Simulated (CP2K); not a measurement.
Runs of CP2K 2026.2 on Si2Ni. Symmetry: Fm-3m, No. 225, cubic system. Conventional cell: a = 5.406 Å, b = 5.406 Å, c = 5.406 Å, α = 90.00°, β = 90.00°, γ = 90.00°. Around Ni (site symmetry m-3m) lie 8 Si at 2.34 Å. Si (site symmetry -43m) is surrounded by 4 Ni at 2.34 Å. 

```csv
task,level,potentials or basis,smearing,EPS_DEFAULT,NGRIDS,CUTOFF of the grids,points a segment of the path (NPOINTS),bands added on the path,gap on the mesh (eV),pressure (GPa),moment (μB),V0 of scaled cells (Å³/atom),B0 (GPa)
equation of state,PBE,"GTH_POTENTIALS Ni GTH-PBE-q18; POTENTIAL_UZH Si GTH-PBE-q4; TZVP-MOLOPT-SR-GTH, TZVP-MOLOPT-PBE-GTH basis",fermi-dirac 0.05 eV,1.0E-10,4,600 Ry,-,-,-,-,-,(b),144
band structure,PBE,"GTH_POTENTIALS Ni GTH-PBE-q18; POTENTIAL_UZH Si GTH-PBE-q4; TZVP-MOLOPT-SR-GTH, TZVP-MOLOPT-PBE-GTH basis",fermi-dirac 0.01 eV,1.0E-9,4,600 Ry,8,4,none,4.0,0.00,-,-
equation of state,LDA,"GTH_POTENTIALS Ni GTH-PADE-q18, Si GTH-PADE-q4; TZVP-MOLOPT-SR-GTH, TZVP-MOLOPT-PBE-GTH basis",fermi-dirac 0.0259 eV,1.0E-9,5,600 Ry,-,-,-,-,-,12.76,161
equation of state,PBEsol,"GTH_POTENTIALS Ni GTH-PBE-q18; POTENTIAL_UZH Si GTH-PBE-q4; TZVP-MOLOPT-SR-GTH, TZVP-MOLOPT-PBE-GTH basis",fermi-dirac 0.05 eV,1.0E-10,5,600 Ry,-,-,-,-,-,13.20,153
equation of state,LDA,"GTH_POTENTIALS Ni GTH-PADE-q18, Si GTH-PADE-q4; TZVP-MOLOPT-SR-GTH, TZVP-MOLOPT-PBE-GTH basis",fermi-dirac 0.05 eV,1.0E-10,4,600 Ry,-,-,-,-,-,(a),162
equation of state,PBEsol,"GTH_POTENTIALS Ni GTH-PBE-q18; POTENTIAL_UZH Si GTH-PBE-q4; TZVP-MOLOPT-SR-GTH, TZVP-MOLOPT-PBE-GTH basis",fermi-dirac 0.05 eV,1.0E-9,4,600 Ry,-,-,-,-,-,13.20,153
equation of state,LDA,"GTH_POTENTIALS Ni GTH-PADE-q18, Si GTH-PADE-q4; TZVP-MOLOPT-SR-GTH, TZVP-MOLOPT-PBE-GTH basis",fermi-dirac 0.01 eV,1.0E-9,5,600 Ry,-,-,-,-,-,12.76,161
band structure,r2SCAN,"POTENTIAL_UZH Ni GTH-SCAN-q18, Si GTH-SCAN-q4; TZVP-MOLOPT-SR-GTH, TZVP-MOLOPT-SCAN-GTH basis",fermi-dirac 0.0259 eV,1.0E-9,4,850 Ry,6,4,none,-1.3,0.00,-,-
```

Alike in all rows: spin collinear, ferromagnetic start; cell as given; k mesh 9 × 9 × 9.

Q: Fill in the values left out.

A: (a) 12.75; (b) 13.51.

Caveats: the basis of atomic orbitals isn't converged, which shifts pressures, moduli and gaps; the potentials were made for another functional, which shifts forces and pressure (some runs).

A k mesh can miss the band edges.

A gap of «none» marks a metal or a gap under the smearing width.

Not every run made on this cell is shown here.
